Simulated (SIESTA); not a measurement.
**SnO2 (Cassiterite) under changes of volume**

One of the cells (11.922 Å³/atom); the others are scaled copies at fixed shape and fractional positions:

```xyz
6
Lattice="4.7380 0.0000 0.0000 0.0000 4.7380 0.0000 0.0000 0.0000 3.1865" Properties=species:S:1:pos:R:3 pbc="T T T"
Sn    2.3690    2.3690    1.5933
Sn    0.0000    0.0000    0.0000
O     3.8240    0.9140    1.5933
O     3.2830    3.2830    0.0000
O     0.9140    3.8240    1.5933
O     1.4550    1.4550    0.0000
```

```yaml
Program: SIESTA 5.4.2
Functional: PBEsol
Potentials_or_basis: PseudoDojo 0.4 standard (PBEsol files)
Basis: DZP (energy shift 0.003 Ry; two zetas on semicore shells)
Grid_cutoff: 800 Ry
Energy_shift: 0.003 Ry
k_mesh: 4 × 4 × 6
Occupations: fermi-dirac, width 0.05 eV
Spin: no spin polarisation
```

| volume (Å³/atom) | energy over the lowest point (meV/atom) | pressure (GPa) | gap on the mesh (eV) | largest force (eV/Å) |
| --- | --- | --- | --- | --- |
| 11.207 | 107.38 | 28.4 | 1.68 | 0.528 |
| 11.445 | 69.93 | 22.1 | 1.41 | 0.419 |
| 11.684 | 41.38 | 16.4 | 1.16 | 0.316 |
| 11.922 | 20.90 | 11.2 | 0.93 | 0.222 |
| 12.161 | 7.76 | 6.6 | 0.70 | 0.132 |
| 12.399 | ? | ? | ? | ? |
| 12.637 | 0.00 | -1.1 | 0.28 | 0.021 |

Problem. What does the run at 12.399 Å³/atom give?

Solution. Energy over the lowest point 0.98 meV/atom; pressure 2.6 GPa; gap on the mesh 0.49 eV; largest force 0.053 eV/Å.

Worked out: A Birch-Murnaghan fit of order 3 (a polynomial in V^(-2/3)) to the other rows has its minimum at 12.56 Å³/atom with B0 = V·E''(V) = 190 GPa and B' = 4.8 at fixed shape and positions, which overstates the stiffness. It gives 0.98 meV/atom at 12.399 Å³/atom, against the run's 0.98, and -dE/dV = 2.5 GPa, against 2.6. A parabola through the other rows of the gap, of slope -10.9 eV per unit of ln V (its deformation potential) there, gives 0.48 eV, against the run's 0.49.

Energies are extrapolated to zero smearing.

Caveats: spin-orbit coupling is left out, which moves the levels of the heavy elements; the basis of atomic orbitals isn't converged, which shifts pressures, moduli and gaps.
